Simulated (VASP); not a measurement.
# Ni (Fm-3m) in VASP: further runs

One crystal, Ni, is run at these levels: PBE+D3(BJ), LDA; tasks: relaxation of cell and atoms.

Program: VASP 6.6.1. These are calculated values, not measurements. Logs are shortened: lines on timing, memory, paths and dates and some standing lists are left out, and cuts for length are marked.

### Step 1. The structure

The structure is cubic, space group Fm-3m (No. 225). Conventional cell: a = 3.478 Å, b = 3.478 Å, c = 3.478 Å, α = 90.00°, β = 90.00°, γ = 90.00°. Ni (site symmetry m-3m) has 12 Ni at 2.46 Å as nearest neighbours.

### Step 2. Relaxation of cell and atoms, PBE+D3(BJ), collinear spin, ferromagnetic start

INCAR reads:

```
SYSTEM = Ni
PREC = Accurate
ENCUT = 600
EDIFF = 1E-7
ISMEAR = 1
SIGMA = 0.1
LREAL = .False.
LASPH = .True.
NELM = 150
ALGO = Normal
ISIF = 3
LWAVE = .False.
LCHARG = .False.
ISPIN = 2
MAGMOM = 0.7
LORBIT = 11
LMAXMIX = 4
GGA = PE
IVDW = 12
IBRION = 2
NSW = 90
EDIFFG = -0.005
AMIX = 0.2
BMIX = 1E-4
AMIX_MAG = 0.8
BMIX_MAG = 1E-4
```

KPOINTS reads:

```
Automatic mesh
0
Gamma
  22 22 22
  0 0 0
```

POSCAR reads:

```
Ni                                      
1.0
    0.0000000000      1.7387539775      1.7387539775
    1.7387539775      0.0000000000      1.7387539775
    1.7387539775      1.7387539775      0.0000000000
  Ni            
     1
Direct
     0.0000000000000000    0.0000000000000000    0.0000000000000000
```

Potentials or basis: VASP PAW PBE potentials, release 64 (Ni).

The run is started by

```sh
> cat potpaw_PBE.64/Ni/POTCAR > POTCAR
> mpirun -np 1 vasp_std > vasp.out
```

OUTCAR:

```text
SYSTEM = Ni
   PREC = Accurate
   ENCUT = 600
   EDIFF = 1E-7
   ISMEAR = 1
   LREAL = .False.
   LASPH = .True.
   NELM = 150
   ISIF = 3
   ISPIN = 2
   LORBIT = 11
   GGA = PE
   IVDW = 12
   IBRION = 2
   NSW = 90
   EDIFFG = -0.005
   AMIX = 0.2
   AMIX_MAG = 0.8
 IVDW          = 12

 ion  position               nearest neighbor table
   1  0.000  0.000  0.000-

  LATTYP: Found a face centered cubic cell.
 ALAT       =     3.4775079550

  Lattice vectors:

 A1 = (   0.0000000000,   1.7387539775,   1.7387539775)
 A2 = (   1.7387539775,   0.0000000000,   1.7387539775)
 A3 = (   1.7387539775,   1.7387539775,   0.0000000000)

Analysis of symmetry for initial positions (statically):
=====================================================================
 Subroutine PRICEL returns:
 Original cell was already a primitive cell.

 Routine SETGRP: Setting up the symmetry group for a
 face centered cubic supercell.

 Subroutine GETGRP returns: Found 48 space group operations
 (whereof 48 operations were pure point group operations)
 out of a pool of 48 trial point group operations.

The static configuration has the point symmetry O_h .

Analysis of symmetry for dynamics (positions and initial velocities):
=====================================================================
 Subroutine PRICEL returns:
 Original cell was already a primitive cell.

 Routine SETGRP: Setting up the symmetry group for a
 face centered cubic supercell.

 Subroutine GETGRP returns: Found 48 space group operations
 (whereof 48 operations were pure point group operations)
 out of a pool of 48 trial point group operations.

The dynamic configuration has the point symmetry O_h .

Analysis of structural, dynamic, and magnetic symmetry:
=====================================================================
 Subroutine PRICEL returns:
 Original cell was already a primitive cell.

 Routine SETGRP: Setting up the symmetry group for a
 face centered cubic supercell.

 Subroutine GETGRP returns: Found 48 space group operations
 (whereof 48 operations were pure point group operations)
 out of a pool of 48 trial point group operations.

The overall configuration has the point symmetry O_h .

 Subroutine INISYM returns: Found 48 space group operations
 (whereof 48 operations are pure point group operations),
 and found     1 'primitive' translations

----------------------------------------------------------------------------------------

                                     Primitive cell

  volume of cell :      10.5134

  direct lattice vectors                    reciprocal lattice vectors
     0.000000000  1.738753978  1.738753978    -0.287562247  0.287562247  0.287562247
     1.738753978  0.000000000  1.738753978     0.287562247 -0.287562247  0.287562247
     1.738753978  1.738753978  0.000000000     0.287562247  0.287562247 -0.287562247

  length of vectors
     2.458969457  2.458969457  2.458969457     0.498072421  0.498072421  0.498072421

  position of ions in fractional coordinates (direct lattice)
     0.000000000  0.000000000  0.000000000

  ion indices of the primitive-cell ions
   primitive index   ion index
                 1           1

----------------------------------------------------------------------------------------

 KPOINTS: Automatic mesh

Automatic generation of k-mesh.
 Grid dimensions read from file:
 generate k-points for:   22   22   22

 Generating k-lattice:

  Cartesian coordinates                     Fractional coordinates (reciprocal lattice)
    -0.013071011  0.013071011  0.013071011     0.045454545  0.000000000  0.000000000
     0.013071011 -0.013071011  0.013071011     0.000000000  0.045454545  0.000000000
     0.013071011  0.013071011 -0.013071011     0.000000000  0.000000000  0.045454545

  Length of vectors
     0.022639656  0.022639656  0.022639656

  Shift w.r.t. Gamma in fractional coordinates (k-lattice)
     0.000000000  0.000000000  0.000000000

 Subroutine IBZKPT returns following result:
 ===========================================

 Found    328 irreducible k-points:

 Following reciprocal coordinates:
            Coordinates               Weight
  0.000000  0.000000  0.000000      1.000000
  0.045455  0.000000  0.000000      8.000000
  0.090909  0.000000  0.000000      8.000000
  0.136364  0.000000  0.000000      8.000000
  0.181818  0.000000  0.000000      8.000000
  0.227273  0.000000  0.000000      8.000000
[... 16 lines left out ...]
  0.500000  0.045455  0.000000     24.000000
 -0.454545  0.045455  0.000000     24.000000
 [... further k-points ...]
   k-points           NKPTS =    328   k-points in BZ     NKDIM =    328   number of bands    NBANDS=      9
   number of dos      NEDOS =    301   number of ions     NIONS =      1
   total plane-waves  NPLWV =   8000
   dimension x,y,z NGX =    20 NGY =   20 NGZ =   20
   dimension x,y,z NGXF=    40 NGYF=   40 NGZF=   40
   ions per type =               1
   NGX,Y,Z   is equivalent  to a cutoff of  13.52, 13.52, 13.52 a.u.
   NGXF,Y,Z  is equivalent  to a cutoff of  27.04, 27.04, 27.04 a.u.
 SYSTEM =  Ni
   PREC   = accura    normal or accurate (medium, high low for compatibility)
   ISTART =      0    job   : 0-new  1-cont  2-samecut
   ICHARG =      2    charge: 1-file 2-atom 10-const
   ISPIN  =      2    spin polarized calculation?
   LNONCOLLINEAR =      F non collinear calculations
   LSORBIT =      F    spin-orbit coupling
   LASPH  =      T    aspherical Exc in radial PAW
   ENCUT  =  600.0 eV  44.10 Ry    6.64 a.u.   4.91  4.91  4.91*2*pi/ulx,y,z
   NELM   =    150;   NELMIN=  2; NELMDL= -5     # of ELM steps
   EDIFF  = 0.1E-06   stopping-criterion for ELM
   LREAL  =      F    real-space projection
   EDIFFG = -.5E-02   stopping-criterion for IOM
   NSW    =     90    number of steps for IOM
   IBRION =      2    ionic relax: 0-MD 1-quasi-New 2-CG
   NFREE  =      1    steps in history (QN), initial steepest desc. (CG)
   ISIF   =      3    stress and relaxation
   ISYM   =      2    0-nonsym 1-usesym 2-fastsym
   POTIM  = 0.5000    time-step for ionic-motion
   TEBEG  =    0.0;   TEEND  =   0.0 temperature during run
   PSTRESS=    0.0 pullay stress
   NELECT =      10.0000    total number of electrons
   NUPDOWN=      -1.0000    fix difference up-down
   EMIN   =  10.00;   EMAX   =-10.00  energy-range for DOS
   EFERMI =   0.00;   METHOD = LEGACY
   ISMEAR =     1;   SIGMA  =   0.10  broadening in eV -4-tet -1-fermi 0-gaus
   EFERMI_NEDOS =   21; number of points for ismear=-14 and -15
   IALGO  =     38    algorithm
   IMIX   =      4    mixing-type and parameters
     AMIX     =   0.20;   BMIX     =  0.00
     AMIX_MAG =   0.80;   BMIX_MAG =  0.00
  volume/ion in A,a.u.               =      10.51        70.95
  Fermi-wavevector in a.u.,A,eV,Ry     =   1.610003  3.042465 35.267795  2.592110
  Thomas-Fermi vector in A             =   2.705623
   LORBIT       =     11    0 simple, 1 ext, 2 COOP (PROOUT), +10 PAW based schemes
   GGA     = PE    functional components
   LHFCALC =     F    Hartree Fock is set to
   AEXX    =    0.0000 exact exchange contribution
   IVDW    =    12    specifies the selected vdW correction
   LEPSILON=     F    determine dielectric tensor
   LRPA    =     F    only Hartree local field effects (RPA)
 conjugate gradient relaxation of ions
 spin polarized calculation
 Methfessel and Paxton  Order N= 1 SIGMA  =   0.10
  energy-cutoff  :      600.00
  volume of cell :       10.51
 maximum number of plane-waves:       365
   NGX =  9   NGY =  9   NGZ =  9

--------------------------------------- Ionic step        1  -------------------------------------------

 number of electron      10.0000000 magnetization       0.6439247

 Free energy of the ion-electron system (eV)
  ---------------------------------------------------
  ext. energy  EPLUGINS =         0.00000000
  ---------------------------------------------------
  free energy    TOTEN  =        -5.46176520 eV

  energy without entropy =       -5.46240520  energy(sigma->0) =       -5.46197853

------------------------ aborting loop because EDIFF is reached ----------------------------------------

 Edisp (eV)   -0.47933

 E8    (eV) :    -0.2073

  FORCE on cell =-STRESS in cart. coord.  units (eV):
  Direction    XX          YY          ZZ          XY          YZ          ZX
  --------------------------------------------------------------------------------------
  -------------------------------------------------------------------------------------
  Total      -0.01496    -0.01496    -0.01496    -0.00000     0.00000     0.00000
  in kB      -2.27985    -2.27985    -2.27985    -0.00000     0.00000     0.00000
  external pressure =       -2.28 kB  Pullay stress =        0.00 kB
[... 59 lines left out ...]
  energy  without entropy=       -5.9417147911  energy(sigma->0) =       -5.94128788

--------------------------------------- Ionic step        3  -------------------------------------------

 number of electron      10.0000000 magnetization       0.6441928

 Free energy of the ion-electron system (eV)
  ---------------------------------------------------
  ext. energy  EPLUGINS =         0.00000000
  ---------------------------------------------------
  free energy    TOTEN  =        -5.46150069 eV

  energy without entropy =       -5.46214099  energy(sigma->0) =       -5.46171412

 E-fermi :   9.8904     XC(G=0): -13.4626

 val. band max:        9.8888270181   @ k =  -0.4091   0.1818   0.0000
 cond. band min:       9.8930563389   @ k =  -0.4091   0.0455   0.0000
 fundamental gap:      0.0042293208
 Fermi energy:         9.8903791171

 spin component 1

 k-point     1 :       0.0000    0.0000    0.0000
  band No.  band energies     occupation
      1       0.6207      1.00000
      2       7.3367      1.00000
      3       7.3367      1.00000
      4       7.3367      1.00000
      5       8.5761      1.00000
      6       8.5761      1.00000
      7      33.8961      0.00000
      8      38.0302      0.00000
      9      38.0302      0.00000
[... 265 lines left out ...]
 k-point    24 :      -0.4545    0.0455    0.0000
  band No.  band energies     occupation
      1       4.8722      1.00000
      2       7.3287      1.00000
      3       7.3901      1.00000
      4       8.7112      1.00000
      5       9.2251      1.00000
      6       9.9897     -0.02443
      7      16.0404      0.00000
      8      31.9425      0.00000
      9      34.2423      0.00000

 [... further k-points ...]

 spin component 2

 k-point     1 :       0.0000    0.0000    0.0000
  band No.  band energies     occupation
      1       0.5922      1.00000
      2       8.1106      1.00000
      3       8.1106      1.00000
      4       8.1106      1.00000
      5       9.1759      1.00000
      6       9.1759      1.00000
      7      33.7415      0.00000
      8      38.0118      0.00000
      9      38.0118      0.00000
[... 308 lines left out ...]
  FREE ENERGIE OF THE ION-ELECTRON SYSTEM (eV)
  ---------------------------------------------------
  free  energy   TOTEN  =        -5.9410966473 eV

  energy  without entropy=       -5.9417369455  energy(sigma->0) =       -5.94131008

 reached required accuracy - stopping structural energy minimisation

 total charge

# of ion       s       p       d       tot
------------------------------------------
    1        0.514   0.530   8.330   9.374

 magnetization (x)

# of ion       s       p       d       tot
------------------------------------------
    1       -0.006  -0.025   0.683   0.653
```

It took 2.7 min on 1 thread of Intel Xeon Platinum 8259CL at 2.50GHz (Skylake/Cascade Lake), shared host; peak memory 0.2 GiB.

What came out:

```
Free energy                                           : -5.9411 eV
Relaxed volume                                        : 10.51 Å³/atom
Relaxed cell                                          : a = 2.459 Å, b = 2.459 Å, c = 2.459 Å, α = 60.00°, β = 60.00°, γ = 60.00°
Space group after relaxing (to 0.05 Å)                : Fm-3m (No. 225)
Energy gained by relaxing                             : 0.0 meV/atom
Ionic steps                                           : 3
Pressure after relaxing                               : 0.1 GPa
Band gap on the k mesh                                : none (metal or under the smearing width)
Net moment                                            : 0.64 μB per cell
Site moments                                          : Ni +0.65 μB
Valence electrons inside the program's atomic spheres : Ni 9.37
Dispersion energy per atom                            : -0.480 eV
```

Final structure:
```
Ni
1.0
     0.00000    1.73844    1.73844
     1.73844    0.00000    1.73844
     1.73844    1.73844    0.00000
Ni
1
Cartesian
  0.0000 0.0000 0.0000
```

Caveat: pairwise dispersion overbinds metals, which lowers pressure and volume.

### Step 3. Relaxation of cell and atoms, LDA, collinear spin, ferromagnetic start

This run uses another cell than the first one, of 10.94 Å³/atom, 1.041 times its volume.

INCAR reads:

```
PREC = Accurate ; ENCUT = 600
EDIFF = 1E-6 ; ISMEAR = 1
SIGMA = 0.1 ; LREAL = False
LASPH = True ; NELM = 150
ALGO = Normal ; ISIF = 3
LWAVE = False ; LCHARG = False
ISPIN = 2 ; MAGMOM = 0.7
LORBIT = 11 ; LMAXMIX = 4
GGA = CA ; IBRION = 2
NSW = 90 ; EDIFFG = -0.01
AMIX = 0.2 ; BMIX = 1E-4
AMIX_MAG = 0.8 ; BMIX_MAG = 1E-4
```

KPOINTS reads:

```
regular mesh
0
Gamma
  22 22 22
```

POSCAR reads:

```
Ni
1.0
    0.0000000000      1.7619350000      1.7619350000
    1.7619350000      0.0000000000      1.7619350000
    1.7619350000      1.7619350000      0.0000000000
Ni
1
Direct
    0.0000000000      0.0000000000      0.0000000000
```

Potentials or basis: VASP PAW LDA potentials, release 64 (Ni).

The run is started by

```sh
> cat potpaw_LDA.64/Ni/POTCAR > POTCAR
> mpirun -np 1 vasp_std > vasp.out
```

OUTCAR:

```text
PREC = Accurate
   ENCUT = 600
   EDIFF = 1E-6
   ISMEAR = 1
   LREAL = False
   LASPH = True
   NELM = 150
   ISIF = 3
   ISPIN = 2
   LORBIT = 11
   GGA = CA
   IBRION = 2
   NSW = 90
   EDIFFG = -0.01
   AMIX = 0.2
   AMIX_MAG = 0.8

 ion  position               nearest neighbor table
   1  0.000  0.000  0.000-

  LATTYP: Found a face centered cubic cell.
 ALAT       =     3.5238700000

  Lattice vectors:

 A1 = (   0.0000000000,   1.7619350000,   1.7619350000)
 A2 = (   1.7619350000,   0.0000000000,   1.7619350000)
 A3 = (   1.7619350000,   1.7619350000,   0.0000000000)

Analysis of symmetry for initial positions (statically):
=====================================================================
 Subroutine PRICEL returns:
[... 206 lines left out ...]
      9      36.3907      0.00000
[... 672 lines left out ...]
--------------------------------------- Ionic step        4  -------------------------------------------

 number of electron       9.9999993 magnetization       0.5753481

 Free energy of the ion-electron system (eV)
  ---------------------------------------------------
  ext. energy  EPLUGINS =         0.00000000
  ---------------------------------------------------
  free energy    TOTEN  =        -6.57827557 eV

  energy without entropy =       -6.57805349  energy(sigma->0) =       -6.57820154

 E-fermi :  10.2628     XC(G=0): -14.1080

 val. band max:       10.2627480213   @ k =  -0.4545   0.4545   0.0000
 cond. band min:      10.2663391695   @ k =   0.4091   0.0000   0.0000
 fundamental gap:      0.0035911482
 Fermi energy:        10.2628373485

 spin component 1

 k-point     1 :       0.0000    0.0000    0.0000
  band No.  band energies     occupation
      1       0.6848      1.00000
      2       7.6937      1.00000
      3       7.6937      1.00000
      4       7.6937      1.00000
      5       8.9943      1.00000
      6       8.9943      1.00000
      7      34.7230      0.00000
      8      39.1402      0.00000
      9      39.1402      0.00000
[... 596 lines left out ...]
  FREE ENERGIE OF THE ION-ELECTRON SYSTEM (eV)
  ---------------------------------------------------
  free  energy   TOTEN  =        -6.5782755679 eV

  energy  without entropy=       -6.5780534929  energy(sigma->0) =       -6.57820154

 reached required accuracy - stopping structural energy minimisation

 total charge

# of ion       s       p       d       tot
------------------------------------------
    1        0.536   0.573   8.370   9.478

 magnetization (x)

# of ion       s       p       d       tot
------------------------------------------
    1       -0.005  -0.019   0.599   0.575
```

CONTCAR:

```text
Ni
   1.00000000000000
    -0.0000000000000000    1.7110409770143882    1.7110409770143882
     1.7110409770143882    0.0000000000000000    1.7110409770143882
     1.7110409770143882    1.7110409770143882    0.0000000000000000
  Ni
     1
Direct
     1.0000000000000000    1.0000000000000000    0.0000000000000000

  0.00000000E+00  0.00000000E+00  0.00000000E+00
```

It took 2.7 min on 1 thread of Intel Xeon Platinum 8375C at 2.90GHz (Ice Lake), shared host; peak memory 0.19 GiB.

What came out:

```
Free energy                                           : -6.5783 eV
Relaxed volume                                        : 10.02 Å³/atom
Relaxed cell                                          : a = 2.420 Å, b = 2.420 Å, c = 2.420 Å, α = 60.00°, β = 60.00°, γ = 60.00°
Space group after relaxing (to 0.05 Å)                : Fm-3m (No. 225)
Energy gained by relaxing                             : 55.6 meV/atom
Ionic steps                                           : 4
Pressure after relaxing                               : -0.1 GPa
Band gap on the k mesh                                : none (metal or under the smearing width)
Net moment                                            : 0.58 μB per cell
Site moments                                          : Ni +0.57 μB
Valence electrons inside the program's atomic spheres : Ni 9.48
```

The path:
```
step  energy change (eV)  largest force (eV/Å)  pressure (GPa)  volume (Å³)
   1              0.0000                0.0000          -17.94        10.94
   2              0.0214                0.0000           30.03         9.11
   3             -0.0556                0.0000           -0.47        10.04
   4             -0.0556                0.0000           -0.13        10.02
```

Final structure:
```cif
data_structure
_symmetry_space_group_name_H-M 'P 1'
_symmetry_Int_Tables_number 1
_cell_length_a 2.4198
_cell_length_b 2.4198
_cell_length_c 2.4198
_cell_angle_alpha 60.000
_cell_angle_beta 60.000
_cell_angle_gamma 60.000
_cell_volume 10.02
loop_
_atom_site_label
_atom_site_type_symbol
_atom_site_fract_x
_atom_site_fract_y
_atom_site_fract_z
_atom_site_occupancy
Ni1 Ni 0.00000 0.00000 0.00000 1
```

Levels at points of the mesh, in eV from the Fermi level:
Spin up:
```csv
k point,band 2,band 3,band 4,band 5,band 6,band 7,band 8,band 9
"(0.00, 0.00, 0.00)",-2.57,-2.57,-2.57,-1.27,-1.27,24.46,28.88,28.88
"(0.50, 0.00, 0.00)",-2.58,-2.58,-0.48,-0.48,-0.42,6.33,22.94,26.02
"(0.50, 0.50, 0.00)",-4.59,-0.45,-0.31,-0.31,2.50,10.04,15.55,15.55
```
Spin down:
```
           k point  band 3  band 4  band 5  band 6  band 7  band 8
(0.00, 0.00, 0.00)   -1.98   -1.98   -0.73   -0.73   24.45   28.92
(0.50, 0.00, 0.00)   -2.05   -0.38    0.14    0.14    6.70   22.92
(0.50, 0.50, 0.00)    0.11    0.37    0.37    2.55   10.31   15.62
```
